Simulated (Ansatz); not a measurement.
# MoSe2: the cost of one run

Method: DFT PBEsol, all-electron LAPW, scalar-relativistic unless said, in Ansatz 0.2.0.

The COD entry's cell or inner coordinates are ideal or old and differ from later refinements, so a difference from it is no clean test against experiment.

## Step 1: The system as given

It takes space group P6_3/mmc (No. 194, hexagonal). The conventional cell has a = 3.269 Å, b = 3.269 Å, c = 13.119 Å, α = 90.00°, β = 90.00°, γ = 120.00°. Mo (site symmetry -6m2) has 6 Se at 2.52 Å as nearest neighbours. Se (site symmetry 3m) is surrounded by 3 Mo at 2.52 Å.

Structure file:

```cif
data_structure
_symmetry_space_group_name_H-M 'P 1'
_symmetry_Int_Tables_number 1
_cell_length_a 3.2693
_cell_length_b 3.2693
_cell_length_c 13.1195
_cell_angle_alpha 90.000
_cell_angle_beta 90.000
_cell_angle_gamma 120.000
_cell_volume 121.44
loop_
_atom_site_label
_atom_site_type_symbol
_atom_site_fract_x
_atom_site_fract_y
_atom_site_fract_z
_atom_site_occupancy
Mo1 Mo 0.33333 0.66667 0.25000 1
Mo2 Mo 0.66667 0.33333 0.75000 1
Se1 Se 0.33333 0.66667 0.62314 1
Se2 Se 0.66667 0.33333 0.12314 1
Se3 Se 0.33333 0.66667 0.87686 1
Se4 Se 0.66667 0.33333 0.37686 1
```

Cartesian axes are those of the input's lattice vectors. The structure goes back to a database entry.

## Step 2: Reference run, fine mesh, LAPW

The input, input.yaml:

```yaml
crystal:
  lattice:
    - [3.26934796575, 0.0, 0.0]
    - [-1.63467398288, 2.83133839215, 0.0]
    - [0.0, 0.0, 13.11946164952]
  atoms:
    - { symbol: Mo, position: [0.333333333333, 0.666666666667, 0.25] }
    - { symbol: Mo, position: [0.666666666667, 0.333333333333, 0.75] }
    - { symbol: Se, position: [0.333333333333, 0.666666666667, 0.623142131365] }
    - { symbol: Se, position: [0.666666666667, 0.333333333333, 0.123142131365] }
    - { symbol: Se, position: [0.333333333333, 0.666666666667, 0.876857868635] }
    - { symbol: Se, position: [0.666666666667, 0.333333333333, 0.376857868635] }
kpoints:
  mp_grid: { grid: [6, 6, 2] }
scf:
  occupations: { method: fixed }
hamiltonian:
  xc: pbesol
  pseudopotentials: { kind: all_electron, lapw: { basis_error: 0.001 } }
output:
  forces: true
  stress: true
  eigenvalues: true
  eigenstates:
    nscf_kmesh: { grid: [10, 10, 4] }
    de_dk: true
    e_range: [-9, 10.91351395138]
checkpoint:
  write: ck
  write_wavefunctions: false
```

The run is started by

```sh
ansatz run input.yaml --threads 1 --pin off --max-ram 3072MiB --backend cpu --events-out ev --progress --plain --runs-dir out
```

What time and memory should one allow on 1 thread of Intel Xeon 6975P-C (Granite Rapids), shared host?

About 75 s, with a peak of 0.69 GiB.
